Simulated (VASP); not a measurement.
# LiBr in VASP: single point with optB86b-vdW

Aim: the single point of LiBr with optB86b-vdW.

All numbers are computed with VASP 6.6.1; they aren't measurements. Logs are shortened: lines on timing, memory, paths and dates and some standing lists are left out, and cuts for length are marked.

### Step 1. The slab as given

The cell holds a slab with vacuum, 8 atoms: a = 4.140 Å, b = 4.140 Å, c = 25.851 Å, α = 90.00°, β = 90.00°, γ = 120.00°.

### Step 2. Single point, optB86b-vdW

File INCAR:

```
SYSTEM = LiBr
PREC = Accurate ; ENCUT = 520
EDIFF = 1E-7 ; ISMEAR = -1
SIGMA = 0.1 ; LREAL = On
LASPH = .TRUE. ; NELM = 80
ALGO = Normal ; ISIF = 2
LWAVE = .FALSE. ; LCHARG = .TRUE.
LDIPOL = .TRUE. ; IDIPOL = 3
DIPOL = 0.5 0.5 0.500 ; GGA = MK
LUSE_VDW = .TRUE. ; AGGAC = 0.0
PARAM1 = 0.1234 ; PARAM2 = 1.0
LELF = .TRUE. ; LVHAR = .TRUE.
LVACPOTAV = .TRUE. ; NBANDS = 30
```

File KPOINTS:

```
regular mesh
0
G
  8 8 1
  0 0 0
```

File POSCAR:

```
LiBr
1.0
    4.1398709784      0.0000000000      0.0000000000
   -2.0699354892      3.5852334357      0.0000000000
    0.0000000000      0.0000000000     25.8514822288
Li Br
4 4
Cartesian
    2.0699354892      1.1950778358      7.5000000000
    0.0000000000      2.3901555999     10.8466457450
    2.0699354892      1.1950778358     14.1932914900
    0.0000000000      2.3901555999     17.5399372350
    0.0000000000      2.3901555999      8.3115449938
    2.0699354892      1.1950778358     11.6581907388
    0.0000000000      2.3901555999     15.0048364838
    2.0699354892      1.1950778358     18.3514822288
```

Potentials or basis: VASP PAW PBE potentials, release 64 (Li_sv, Br).

On the command line:

```
$ cat potpaw_PBE.64/Li_sv/POTCAR potpaw_PBE.64/Br/POTCAR > POTCAR
$ mpirun -np 1 vasp_std > vasp.out
```

OUTCAR:

```text
SYSTEM = LiBr
   PREC = Accurate
   ENCUT = 520
   EDIFF = 1E-7
   ISMEAR = -1
   LREAL = On
   LASPH = .TRUE.
   NELM = 80
   ISIF = 2
   GGA = MK

 ion  position               nearest neighbor table
   1  0.667  0.333  0.290-   5 2.52   5 2.52   5 2.52
   2  0.333  0.667  0.420-   6 2.52   6 2.52   6 2.52   5 2.54
   3  0.667  0.333  0.549-   7 2.52   7 2.52   7 2.52   6 2.54
   4  0.333  0.667  0.678-   8 2.52   8 2.52   8 2.52   7 2.54
   5  0.333  0.667  0.322-   1 2.52   1 2.52   1 2.52   2 2.54
   6  0.667  0.333  0.451-   2 2.52   2 2.52   2 2.52   3 2.54
   7  0.333  0.667  0.580-   3 2.52   3 2.52   3 2.52   4 2.54
   8  0.667  0.333  0.710-   4 2.52   4 2.52   4 2.52

  LATTYP: Found a hexagonal cell.
 ALAT       =     4.1398709784
 C/A-ratio  =     6.2445139870

  Lattice vectors:

 A1 = (   4.1398709784,   0.0000000000,   0.0000000000)
 A2 = (  -2.0699354892,   3.5852334357,   0.0000000000)
 A3 = (   0.0000000000,   0.0000000000,  25.8514822288)

Analysis of symmetry for initial positions (statically):
=====================================================================
 Subroutine PRICEL returns:
 Original cell was already a primitive cell.

 Routine SETGRP: Setting up the symmetry group for a
 hexagonal supercell.

 Subroutine GETGRP returns: Found  6 space group operations
 (whereof  6 operations were pure point group operations)
 out of a pool of 24 trial point group operations.

The static configuration has the point symmetry C_3v.

Analysis of symmetry for dynamics (positions and initial velocities):
=====================================================================
 Subroutine PRICEL returns:
 Original cell was already a primitive cell.

 Routine SETGRP: Setting up the symmetry group for a
 hexagonal supercell.

 Subroutine GETGRP returns: Found  6 space group operations
 (whereof  6 operations were pure point group operations)
 out of a pool of 24 trial point group operations.

The dynamic configuration has the point symmetry C_3v.

 Subroutine INISYM returns: Found  6 space group operations
 (whereof  6 operations are pure point group operations),
 and found     1 'primitive' translations

----------------------------------------------------------------------------------------

[... 96 lines left out ...]
   ISYM   =      2    0-nonsym 1-usesym 2-fastsym
   POTIM  = 0.5000    time-step for ionic-motion
   TEBEG  =    0.0;   TEEND  =   0.0 temperature during run
   PSTRESS=    0.0 pullay stress
   NELECT =      40.0000    total number of electrons
   NUPDOWN=      -1.0000    fix difference up-down
   EMIN   =  10.00;   EMAX   =-10.00  energy-range for DOS
   EFERMI =   0.00;   METHOD = LEGACY
   ISMEAR =    -1;   SIGMA  =   0.10  broadening in eV -4-tet -1-fermi 0-gaus
   EFERMI_NEDOS =   21; number of points for ismear=-14 and -15
   IALGO  =     38    algorithm
   IMIX   =      4    mixing-type and parameters
     AMIX     =   0.40;   BMIX     =  1.00
     AMIX_MAG =   1.60;   BMIX_MAG =  1.00
  volume/ion in A,a.u.               =      47.96       323.67
  Fermi-wavevector in a.u.,A,eV,Ry     =   0.770486  1.456008  8.077087  0.593649
  Thomas-Fermi vector in A             =   1.871701
   LORBIT       =      0    0 simple, 1 ext, 2 COOP (PROOUT), +10 PAW based schemes
   GGA     = MK    functional components
   LHFCALC =     F    Hartree Fock is set to
   AEXX    =    0.0000 exact exchange contribution
   IVDW_NL    =     1    kernel type
   BPARAM     = 6.3000
   IVDW    =     0    specifies the selected vdW correction
   LEPSILON=     F    determine dielectric tensor
   LRPA    =     F    only Hartree local field effects (RPA)
 non-spin polarized calculation
  energy-cutoff  :      520.00
  volume of cell :      383.70
 maximum number of plane-waves:     10387
 NGX is ok and might be reduce to    32
   NGX = 15   NGY = 15   NGZ = 97

 number of electron      40.0000013 magnetization

 dipolmoment           0.000000      0.000000      0.442602 electrons x Angstroem

 Free energy of the ion-electron system (eV)
  ---------------------------------------------------
  ext. energy  EPLUGINS =         0.00000000
  ---------------------------------------------------
  free energy    TOTEN  =       -15.47124620 eV

  energy without entropy =      -15.40298223  energy(sigma->0) =      -15.43711421

 E-fermi :  -1.8142     XC(G=0):  -4.6946

 val. band max:       -1.8229201003   @ k =   0.1250   0.0000   0.0000
 cond. band min:      -1.5047889189   @ k =   0.1250   0.1250   0.0000
 fundamental gap:      0.3181311814
 Fermi energy:        -1.8142154532

 k-point     1 :       0.0000    0.0000    0.0000
  band No.  band energies     occupation
      1     -50.4461      2.00000
      2     -48.6620      2.00000
      3     -47.1380      2.00000
      4     -45.6972      2.00000
      5     -19.0173      2.00000
      6     -17.4736      2.00000
[... 319 lines left out ...]
     29       4.0062      0.00000
     30       4.4633      0.00000

------------------------ aborting loop because EDIFF is reached ----------------------------------------

  FORCE on cell =-STRESS in cart. coord.  units (eV):
  Direction    XX          YY          ZZ          XY          YZ          ZX
  --------------------------------------------------------------------------------------
  -------------------------------------------------------------------------------------
  Total       -0.2814677     -0.2814677      0.8016899     -0.0000000      0.0000000      0.0000000
  in kB       -1.1753018     -1.1753018      3.3475518     -0.0000000      0.0000000      0.0000000
  external PRESSURE =       0.3323160 kB  Pullay stress =       0.0000000 kB

 VOLUME and BASIS-vectors are now :
 -----------------------------------------------------------------------------
  energy-cutoff  :      520.00
  volume of cell :      383.70
      direct lattice vectors                 reciprocal lattice vectors
     4.139870978  0.000000000  0.000000000     0.241553422  0.139460933  0.000000000
    -2.069935489  3.585233436  0.000000000     0.000000000  0.278921866  0.000000000
     0.000000000  0.000000000 25.851482229     0.000000000  0.000000000  0.038682501

 POSITION                                       TOTAL-FORCE (eV/Angst)
 -----------------------------------------------------------------------------------
      2.06994      1.19508      7.50000         0.000000      0.000000      0.380800
      0.00000      2.39016     10.84665         0.000000      0.000000      0.568089
      2.06994      1.19508     14.19329        -0.000000     -0.000000      0.565413
      0.00000      2.39016     17.53994         0.000000      0.000000      0.480507
      0.00000      2.39016      8.31154        -0.000000      0.000000     -0.520884
      2.06994      1.19508     11.65819        -0.000000      0.000000     -0.833957
      0.00000      2.39016     15.00484        -0.000000     -0.000000     -0.602949
      2.06994      1.19508     18.35148         0.000000      0.000000     -0.037019
 -----------------------------------------------------------------------------------
    total drift:                                0.000001     -0.000000     -0.673093

  FREE ENERGIE OF THE ION-ELECTRON SYSTEM (eV)
  ---------------------------------------------------
  free  energy   TOTEN  =       -15.4712461988 eV

  energy  without entropy=      -15.4029822285  energy(sigma->0) =      -15.43711421

Total vdW correction in eV:      8.8581661

 vacuum level on the upper side and lower side of the slab         5.887         0.450
```

OSZICAR:

```text
N       E                     dE             d eps       ncg     rms          rms(c)
DAV:   1     0.333327089835E+03    0.33333E+03   -0.15404E+04   600   0.111E+03
DAV:   2     0.426880595545E+02   -0.29064E+03   -0.27757E+03   784   0.249E+02
DAV:   3    -0.549835131215E+01   -0.48186E+02   -0.48002E+02   696   0.938E+01
[... 19 lines left out ...]
DAV:  23    -0.154712370613E+02   -0.94234E-05   -0.19214E-06   494   0.345E-03    0.200E-03
DAV:  24    -0.154712441652E+02   -0.71038E-05   -0.98304E-07   536   0.239E-03    0.628E-04
DAV:  25    -0.154712457172E+02   -0.15521E-05   -0.22986E-07   534   0.922E-04    0.517E-04
DAV:  26    -0.154712461742E+02   -0.45696E-06   -0.19608E-07   484   0.648E-04    0.261E-04
DAV:  27    -0.154712461988E+02   -0.24651E-07   -0.61014E-08   564   0.429E-04
   1 F= -.15471246E+02 E0= -.15437114E+02  d E =-.682640E-01
```

stdout:

```text
POSCAR found type information on POSCAR LiBr
 POSCAR found :  2 types and       8 ions
 scaLAPACK will be used
 -----------------------------------------------------------------------------
[... 48 lines left out ...]
|     Did not find any points to average over, which means that no vacuum     |
|     field-free region was found. Please increase the size of  your cell     |
|     in the dimension of the dipole correction to obtain accurate            |
|     workfunction values.                                                    |
|                                                                             |
 -----------------------------------------------------------------------------
```

It took 9.5 min on 1 thread of Intel Xeon 6975P-C (Granite Rapids), shared host; peak memory 1.3 GiB.

These settings aren't checked as converged (typed here: LREAL = On): the numbers below hold their error.

What came out:

| Item | Value |
| --- | --- |
| Free energy | -15.4712 eV |
| Largest force | 0.834 eV/Å |
| Band gap on the k mesh | none (metal or under the smearing width) |
| Work function of the upper face | 7.70 eV |
| Work function of the lower face | 2.26 eV |

Caveat: the cutoff is under 1.25 times the usual one of these potentials, so pressure, stress and relaxed cells hold a basis-set (Pulay) error; the PAW data sets were made with another functional, which shifts forces and pressure a little.
